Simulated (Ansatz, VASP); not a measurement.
# Cross-check of TaMn between VASP and Ansatz, part 2 of 2

One calculation is typed for both programs; each brings its own data sets and cutoff. How far apart do they land? The cell is invented: As first built, before any earlier steps moved the atoms (in the runner's words): it takes the VCr structure with all of its atoms replaced by other elements, volume scaled by an estimate. It may not be a known or stable phase. The cell is taken from a series of VASP runs on this material, whose earlier steps may have relaxed, scaled or displaced it; both programs get it as it stands.

VASP 6.6.1 and Ansatz 0.2.0.

So far. Step 2 (Ansatz: single point, PBE): The run ends at a pressure of 1.77 GPa.

**3. VASP: single point, PBE**

Level of this step: PBE, spin-polarised from an antiferromagnetic start; plane waves and PAW (Ta, Mn); invented cell (VASP).

The same cell, functional, mesh and smearing now go to VASP, with its own data sets and cutoff.

Lines of VASP's logs that name or quote its potential files are left out, and so is its time.

Contents of INCAR:

```
SYSTEM = TaMn
PREC = Accurate
ENCUT = 350
EDIFF = 1E-06
NELM = 150
ISMEAR = 1
SIGMA = 0.1
LREAL = .FALSE.
ALGO = Normal
GGA = PE
NBANDS = 28
ISPIN = 2
MAGMOM = 0 0 4 -4
LMAXMIX = 4
LORBIT = 11
LWAVE = .FALSE.
LCHARG = .FALSE.
AMIX = 0.2
BMIX = 1E-04
AMIX_MAG = 0.8
BMIX_MAG = 1E-04
NEDOS = 1200
```

Contents of POSCAR:

```
TaMn
1.0
    1.5803998169     -2.2971203963      0.0000000000
    1.5803998169      2.2971203963      0.0000000000
    0.0000000000      0.0000000000      8.0113817428
Ta Mn
2 2
Direct
    0.5000000000      0.5000000000      0.2500000000
    0.5000000000      0.5000000000      0.7500000000
    0.0000000000      0.0000000000      0.0000000000
    0.0000000000      0.0000000000      0.5000000000
```

Contents of KPOINTS:

```
Automatic mesh
0
Gamma
7 7 2
0 0 0
```

The projector-augmented-wave data sets are Ta and Mn (PBE family, release 64).

Launch:

```sh
> mpirun -np 1 vasp_std
```

Numbers of over 12 decimals in the logs are rounded to 6 here.

Output:

```text
[banner, memory and clock lines left out]
running    1 mpi-ranks, on    1 nodes
 distrk:  each k-point on    1 cores,    1 groups
 distr:  one band on    1 cores,    1 groups

 POSCAR found type information on POSCAR TaMn
 POSCAR found :  2 types and       4 ions
 LDA part: xc-table for (Slater+PW92), standard interpolation
 POSCAR, INCAR and KPOINTS ok, starting setup
 FFT: planning ... GRIDC
 FFT: planning ... GRID_SOFT
 FFT: planning ... GRID
 WAVECAR not read
 entering main loop
       N       E                     dE             d eps       ncg     rms          rms(c)
DAV:   1     0.104913014718E+03    0.10491E+03   -0.72879E+03  3712   0.645E+02
DAV:   2    -0.351643235976E+02   -0.14008E+03   -0.12587E+03  3724   0.178E+02
DAV:   3    -0.446467209889E+02   -0.94824E+01   -0.86644E+01  4820   0.545E+01
DAV:   4    -0.449708482768E+02   -0.32413E+00   -0.32207E+00  4800   0.103E+01
DAV:   5    -0.449812925059E+02   -0.10444E-01   -0.10442E-01  5032   0.161E+00    0.330E+01
DAV:   6    -0.470842204477E+02   -0.21029E+01   -0.37300E+01  5284   0.674E+01    0.255E+01
DAV:   7    -0.427102484957E+02    0.43740E+01   -0.34968E+01  5292   0.521E+01    0.194E+01
DAV:   8    -0.414646274001E+02    0.12456E+01   -0.47623E+00  5248   0.231E+01    0.506E+00
DAV:   9    -0.414684340517E+02   -0.38067E-02   -0.27974E-01  4740   0.307E+00    0.220E+00
DAV:  10    -0.414536692304E+02    0.14765E-01   -0.43849E-02  5336   0.126E+00    0.110E+00
DAV:  11    -0.414510748508E+02    0.25944E-02   -0.13841E-02  4748   0.137E+00    0.649E-01
DAV:  12    -0.414506699360E+02    0.40491E-03   -0.38077E-03  5588   0.467E-01    0.249E-01
DAV:  13    -0.414505138741E+02    0.15606E-03   -0.72933E-04  5092   0.147E-01    0.950E-02
DAV:  14    -0.414505149981E+02   -0.11240E-05   -0.17945E-04  5308   0.889E-02    0.418E-02
DAV:  15    -0.414505177414E+02   -0.27433E-05   -0.88143E-05  5540   0.754E-02    0.219E-02
DAV:  16    -0.414505212708E+02   -0.35294E-05   -0.14605E-05  4308   0.238E-02    0.149E-02
DAV:  17    -0.414505221753E+02   -0.90444E-06   -0.15033E-05  2904   0.279E-02    0.123E-02
DAV:  18    -0.414505240197E+02   -0.18444E-05   -0.17838E-05  4560   0.263E-02    0.671E-03
DAV:  19    -0.414505248447E+02   -0.82504E-06   -0.49155E-06  2744   0.138E-02
   1 F= -.41450525E+02 E0= -.41451004E+02  d E =0.143757E-02  mag=     0.0000
```

Parts of OUTCAR (step 3):

```text
ion  position               nearest neighbor table
   1  0.500  0.500  0.250-   3 2.55   4 2.55   3 2.55   4 2.55   3 3.05   4 3.05   3 3.05   4 3.05

  LATTYP: Found a base centered orthorhombic cell.
 ALAT       =     3.1607996338
 B/A-ratio  =     1.4535058608
 C/A-ratio  =     2.5346060083

 Subroutine GETGRP returns: Found  8 space group operations
 (whereof  8 operations were pure point group operations)

The static configuration has the point symmetry D_2h.

 Found     32 irreducible k-points:

   k-points           NKPTS =     32   k-points in BZ     NKDIM =     32   number of bands    NBANDS=     28

   dimension x,y,z NGX =    18 NGY =   18 NGZ =   50
   dimension x,y,z NGXF=    36 NGYF=   36 NGZF=  100

   ENCUT  =  350.0 eV  25.72 Ry    5.07 a.u.   4.25  4.25 12.22*2*pi/ulx,y,z

   NELECT =      24.0000    total number of electrons

 k-points in reciprocal lattice and weights: Automatic mesh
   0.00000000  0.00000000  0.00000000       0.010
   0.14285714 -0.00000000  0.00000000       0.041
   0.28571429 -0.00000000  0.00000000       0.041
   0.42857143  0.00000000  0.00000000       0.041
   0.14285714  0.14285714  0.00000000       0.020
   0.28571429  0.14285714  0.00000000       0.041
   0.42857143  0.14285714  0.00000000       0.041
  -0.42857143  0.14285714  0.00000000       0.041
  -0.28571429  0.14285714  0.00000000       0.041
[...]
0.42857143  0.42857143  0.50000000       0.020
  -0.42857143  0.42857143  0.50000000       0.020

 average (electrostatic) potential at core
       1 -34.6680       2 -34.6680       3 -43.3628       4 -43.3628

 E-fermi :   6.3156

 spin component 1
 k-point     1 :       0.0000    0.0000    0.0000
  band No.  band energies     occupation
    ...
      9       5.4498      1.00000
     10       5.5072      1.00000
     11       6.1680      1.02872
     12       6.2320      0.99857
     13       6.2512      0.93865
     14       6.5930     -0.00031
     15       6.7492     -0.00000
     16       6.8805     -0.00000
     17       7.4102     -0.00000
     18       9.0098      0.00000
    ...

 k-point     2 :       0.1429   -0.0000    0.0000
  band No.  band energies     occupation
    ...
      9       5.1197      1.00000
     10       5.4203      1.00000
     11       5.4862      1.00000
     12       6.1738      1.03110
     13       6.1856      1.03467
     14       6.6647     -0.00000
     15       6.8217     -0.00000
     16       7.5282     -0.00000
     17       7.7852     -0.00000
     18       8.1274     -0.00000
    ...

 k-point     3 :       0.2857   -0.0000    0.0000
  band No.  band energies     occupation
    ...
      9       5.0006      1.00000
     10       5.2070      1.00000
     11       5.2967      1.00000
     12       5.4970      1.00000
     13       6.2870      0.73101
     14       6.5868     -0.00043
     15       6.8558     -0.00000
     16       7.3067     -0.00000
     17       8.4346      0.00000
     18       9.6470      0.00000
    ...

 k-point     4 :       0.4286    0.0000    0.0000
  band No.  band energies     occupation
    ...
      8       4.6428      1.00000
      9       4.8961      1.00000
     10       4.9872      1.00000
     11       6.2694      0.84816
     12       6.2741      0.81953
     13       6.6142     -0.00010
     14       7.0237     -0.00000
     15       7.0501     -0.00000
     16       7.7141     -0.00000
     17       8.5789      0.00000
    ...

 k-point     5 :       0.1429    0.1429    0.0000
  band No.  band energies     occupation
    ...
      8       4.5640      1.00000
      9       4.7451      1.00000
     10       5.2192      1.00000
     11       5.9833      1.00001
     12       6.0371      1.00030
     13       6.3513      0.21771
     14       6.5132     -0.00862
     15       6.5134     -0.00856
     16       7.3879     -0.00000
     17       7.4567     -0.00000
    ...

 k-point     6 :       0.2857    0.1429    0.0000
  band No.  band energies     occupation
    ...
      9       5.0582      1.00000
     10       5.1800      1.00000
     11       5.3845      1.00000
     12       5.9353      1.00000
     13       5.9446      1.00000
     14       6.4575     -0.03106
     15       6.9521     -0.00000
     16       7.8227     -0.00000
     17       7.9695     -0.00000
     18       9.0818      0.00000
    ...

  Total       -0.4086654     -0.2917042     -0.0238507      0.0000000      0.0000000      0.0000000
  in kB      -11.2561608     -8.0346146     -0.6569374      0.0000000      0.0000000      0.0000000
  external PRESSURE =      -6.6492376 kB  Pullay stress =       0.0000000 kB

  energy-cutoff  :      350.00
  volume of cell :       58.17
      direct lattice vectors                 reciprocal lattice vectors
     1.580399817 -2.297120396  0.000000000     0.316375638 -0.217663820  0.000000000
     1.580399817  2.297120396  0.000000000     0.316375638  0.217663820  0.000000000
     0.000000000  0.000000000  8.011381743     0.000000000  0.000000000  0.124822413

 POSITION                                       TOTAL-FORCE (eV/Angst)
 -----------------------------------------------------------------------------------
      1.58040      0.00000      2.00285         0.000000     -0.000000      0.000000
      1.58040      0.00000      6.00854         0.000000     -0.000000      0.000000
      0.00000      0.00000      0.00000        -0.000000      0.000000      0.000000
      0.00000      0.00000      4.00569         0.000000      0.000000     -0.000000
 -----------------------------------------------------------------------------------
    total drift:                                0.000000      0.000000      0.000000

  FREE ENERGIE OF THE ION-ELECTRON SYSTEM (eV)
  ---------------------------------------------------
  free  energy   TOTEN  =       -41.4505248447 eV

  energy  without entropy=      -41.4519624108  energy(sigma->0) =      -41.45100403

 total charge
# of ion       s       p       d       tot
------------------------------------------
    1        0.767   0.800   3.473   5.040
    2        0.767   0.800   3.473   5.040
    3        0.376   0.382   5.117   5.875
    4        0.376   0.382   5.117   5.875
--------------------------------------------------
tot          2.285   2.364  17.181  21.830

 magnetization (x)
# of ion       s       p       d       tot
------------------------------------------
    1        0.000   0.000   0.000   0.000
    2        0.000   0.000   0.000   0.000
    3        0.002  -0.002   0.403   0.403
    4       -0.002   0.002  -0.403  -0.403
--------------------------------------------------
tot          0.000   0.000   0.000   0.000

[... 1 further part left out ...]
```

The magnetic state follows from one typed start and may not be the lowest. The k-mesh is coarse for a metal. LASPH is off, so gradient terms of the non-spherical density inside the spheres are left out; for open d or f shells this can shift gaps and moments. The data sets Ta and Mn keep the semicore shell frozen, which is cheaper and a little less accurate.

**4. Side by side**

Known differences besides the potentials themselves: the data sets hold 56 valence electrons in Ansatz (default PAW (the set named soft_2) files) and 24 in VASP; the cutoff is 420 eV in Ansatz and 350 eV in VASP; VASP leaves aspherical gradient terms in its spheres out (LASPH is not set), Ansatz keeps them; site moments are counted in spheres of each program's own size. Total energies have different zeros and are not compared.

The two programs side by side:

| quantity | Ansatz | VASP | difference |
| --- | --- | --- | --- |
| pressure (GPa) | 1.77 | -0.66 | +2.44 |
| pressure without Ansatz's Pulay correction (GPa) | 1.71 | -0.66 | +2.38 |
| moment on Mn3 (μB) | 0.38 | 0.40 | -0.02 |
| moment on Mn4 (μB) | -0.38 | -0.40 | +0.02 |

Ansatz's pressure holds a Pulay correction of 0.06 GPa; VASP's holds none.

**5. Further runs**

Further runs change the set-up of one program: Ansatz's method, potentials or start, or VASP's data sets, cutoff or form of LDA. The table gives Ansatz less VASP for each quantity, since a change that brings one quantity closer may part another. Site moments also change with the sphere that a data set brings.

| run | pressure (GPa) | moment on Mn3 (μB) | moment on Mn4 (μB) |
| --- | --- | --- | --- |
| as above | 2.4 | -0.022 | 0.022 |
| Ansatz's larger PAW set (cutoff 780 eV) | 2.5 | -0.010 | 0.010 |
| norm-conserving potentials (cutoff 1306 eV) | 2.3 | -0.020 | 0.020 |

**6. VASP: single point, PBE, DFT+U**

A single point gives forces, pressure and levels at one fixed geometry, so differences don't come from the geometry; what else differs is listed under the comparison.

INCAR, as its differences from that of step 3:

```diff
@@ -10,5 +10,12 @@
 GGA = PE
-NBANDS = 28
+NBANDS = 20
 ISPIN = 2
-MAGMOM = 0 0 4 -4
+MAGMOM = 0 0 4 4
+LDAU = .TRUE.
+LDAUTYPE = 2
+LDAUL = -1 2
+LDAUU = 0 3
+LDAUJ = 0 0
+LDAUPRINT = 1
+LASPH = .TRUE.
 LMAXMIX = 4
```

POSCAR is that of step 3.

KPOINTS is that of step 3.

Launch:

```sh
> mpirun -np 1 vasp_std
```

Output:

```text
[... set-up lines as in an earlier step ...]
 entering main loop
       N       E                     dE             d eps       ncg     rms          rms(c)
DAV:   1     0.124350258618E+03    0.12435E+03   -0.77385E+03  2616   0.928E+02
DAV:   2    -0.249961574064E+02   -0.14935E+03   -0.14085E+03  2568   0.253E+02
DAV:   3    -0.382797055509E+02   -0.13284E+02   -0.11928E+02  4040   0.757E+01
DAV:   4    -0.388600875325E+02   -0.58038E+00   -0.56587E+00  4116   0.166E+01
[...]
DAV:  19    -0.357293293415E+02   -0.12744E-05   -0.21973E-06  2368   0.127E-02    0.492E-03
DAV:  20    -0.357293306122E+02   -0.12707E-05   -0.61432E-06  3008   0.197E-02    0.236E-03
DAV:  21    -0.357293312642E+02   -0.65198E-06   -0.17437E-06  2212   0.100E-02
   1 F= -.35729331E+02 E0= -.35729490E+02  d E =0.475482E-03  mag=     5.2782
```

OUTCAR, selected parts (step 6):

```text
  Total       10.3505193      3.4899479     11.5018852      0.0000000      0.0000000      0.0000000
  in kB      285.0916993     96.1261118    316.8045858      0.0000000      0.0000000      0.0000000
  external PRESSURE =     232.6741323 kB  Pullay stress =       0.0000000 kB

 POSITION                                       TOTAL-FORCE (eV/Angst)
 -----------------------------------------------------------------------------------
      1.58040      0.00000      2.00285        -0.000000     -0.000000     -0.000000
      1.58040      0.00000      6.00854         0.000000     -0.000000      0.000000
      0.00000      0.00000      0.00000         0.000000     -0.000000      0.000000
      0.00000      0.00000      4.00569        -0.000000      0.000000      0.000000
 -----------------------------------------------------------------------------------
    total drift:                                0.000000      0.000000      0.000000

  FREE ENERGIE OF THE ION-ELECTRON SYSTEM (eV)
  ---------------------------------------------------
  free  energy   TOTEN  =       -35.7293312642 eV

  energy  without entropy=      -35.7298067464  energy(sigma->0) =      -35.72948976

 magnetization (x)
# of ion       s       p       d       tot
------------------------------------------
    1       -0.039  -0.081  -0.591  -0.711
    2       -0.039  -0.081  -0.591  -0.711
    3        0.020  -0.001   3.247   3.266
    4        0.020  -0.001   3.247   3.266
--------------------------------------------------
tot         -0.038  -0.163   5.311   5.109

[... 1 part as in an earlier step ...]

[... 2 further parts left out ...]
[key lines of the parts left out:]
E-fermi :   6.5602
```

A U on the itinerant d states of such a compound is hard to justify; it moves the bands at the Fermi level and favours large moments.

**7. Ansatz: single point, PBE, DFT+U**

The same cell, functional, mesh and smearing now go to Ansatz, which takes its cutoff from its data sets.

The cell is taken from a series of VASP runs on this material, whose earlier steps may have relaxed, scaled or displaced it; both programs get it as it stands.

Contents of input.yaml:

```yaml
crystal:
  lattice:
    - [1.5803998169, -2.2971203963, 0.0]
    - [1.5803998169, 2.2971203963, 0.0]
    - [0.0, 0.0, 8.0113817428]
  atoms:
    - { symbol: Ta, position: [0.5, 0.5, 0.25] }
    - { symbol: Ta, position: [0.5, 0.5, 0.75] }
    - { symbol: Mn, position: [0.0, 0.0, 0.0], spin: 4.0 }
    - { symbol: Mn, position: [0.0, 0.0, 0.5], spin: 4.0 }
hamiltonian:
  xc: pbe
  pseudopotentials: { kind: paw }
  hubbard: { sites: [{ species: Mn, l: d, u_eff: 3.0 }] }
magnetization:
  spin_polarized: true
kpoints:
  mp_grid: { grid: [7, 7, 2] }
scf:
  occupations: { method: methfessel_paxton, width: 0.1 }
  n_extra_bands: 5
output:
  forces: true
  stress: true
  eigenvalues: true
  write_density: true
  write_potential: true
  elf: true
  volumetric_format: npy
```

Launch:

```sh
> ansatz run input.yaml --threads 2 --pin off --max-ram 4608MiB --backend cpu --events-out ev --progress --plain --runs-dir out
```

Output:

```text
[...]
k-point 1 ↑: bands = [... 24 lower, 16.2676, 16.2676, 16.8497, 16.8497, 17.8675, 17.8675, 19.1799, 19.1799, ... 1 higher]
  k-point 2 ↑: bands = [... 24 lower, 16.1576, 16.4561, 16.4918, 16.6144, 16.7115, 18.9502, 19.2446, 19.7477, ... 1 higher]
  k-point 31 ↓: bands = [... 24 lower, 19.1430, 19.1430, 22.3092, 22.3092, 22.5961, 22.5961, 23.4248, 23.4248, ... 1 higher]
Occupation matrices written to <dir>
[key lines of the parts left out:]
SCF converged after 22 iterations
Magnetization: 5.3568 μB (30.6784 up, 25.3216 down)
Free energy (F): -27656.659090 eV
Fermi energy:    19.417392 eV
P = ⅓ Tr σ = 26.8679 GPa (268.679 kbar)
```

Wall time 12 s (2 threads of Arm Neoverse V2, shared host); peak memory 0.48 GiB; 23 s of CPU time.

The run ends at a pressure of 26.87 GPa.

**8. Side by side**

What differs besides the data sets and the points named for the pairs above, as far as they apply: U acts on the PAW sphere in VASP and on atomic orbitals in Ansatz, so only states and trends compare. Total energies have different zeros and are not compared.

Compared:

| quantity | Ansatz | VASP | difference |
| --- | --- | --- | --- |
| pressure (GPa) | 26.87 | 23.27 | +3.60 |
| pressure without Ansatz's Pulay correction (GPa) | 26.79 | 23.27 | +3.52 |
| total moment (μB) | 5.36 | 5.28 | +0.08 |
| moment on Mn3 (μB) | 3.23 | 3.27 | -0.03 |
| moment on Mn4 (μB) | 3.23 | 3.27 | -0.03 |
| moment on Ta1 (μB) | -0.40 | -0.71 | +0.31 |
| moment on Ta2 (μB) | -0.40 | -0.71 | +0.31 |

The total moments and the pattern agree; the site moments differ because the programs count them in spheres of different size. Ansatz's pressure holds a Pulay correction of 0.08 GPa; VASP's holds none.

**9. What the set-up changes**

Further runs change the set-up of one program: Ansatz's method, potentials or start, or VASP's data sets, cutoff or form of LDA. The table gives Ansatz less VASP for each quantity, since a change that brings one quantity closer may part another.

| run | pressure (GPa) | total moment (μB) | pressure without Ansatz's Pulay correction (GPa) |
| --- | --- | --- | --- |
| as above | 3.6 | 0.079 | 3.5 |
| a start from the moments at which VASP ended | 3.6 | 0.081 | 3.5 |

**10. Results**

```yaml
difference_in_pressure_single_point_pbe: 2.4 GPa
difference_in_total_moment_single_point_pbe_dft_u: 0.079 μB
difference_in_pressure_single_point_pbe_dft_u: 3.6 GPa
```

What this shows: The difference in pressure is 3.6 GPa (single point, PBE, DFT+U). Single point, PBE, Ansatz's larger PAW set (cutoff 780 eV): the difference in moment on Mn3 goes from -0.022 to -0.010 μB; the difference in moment on Mn4 goes from 0.022 to 0.010 μB. For single point, PBE, DFT+U, no further run moves any of the tabulated differences by more than a quarter of its size. How closely two codes agree says nothing of how well the functional describes the real material.

[Lines on the potential files, build, host, timing and source positions are cut from VASP's logs without a mark.]

[Logs are printed without paths, hosts, clocks, repeated set-up lines and the standing remarks that a program may print on its own settings, such as how far it seeks lower states.]

[Hosts, paths, dates, database ids (printed as entryN), source tags and the programs' standing remarks are cut or masked in the printed files.]
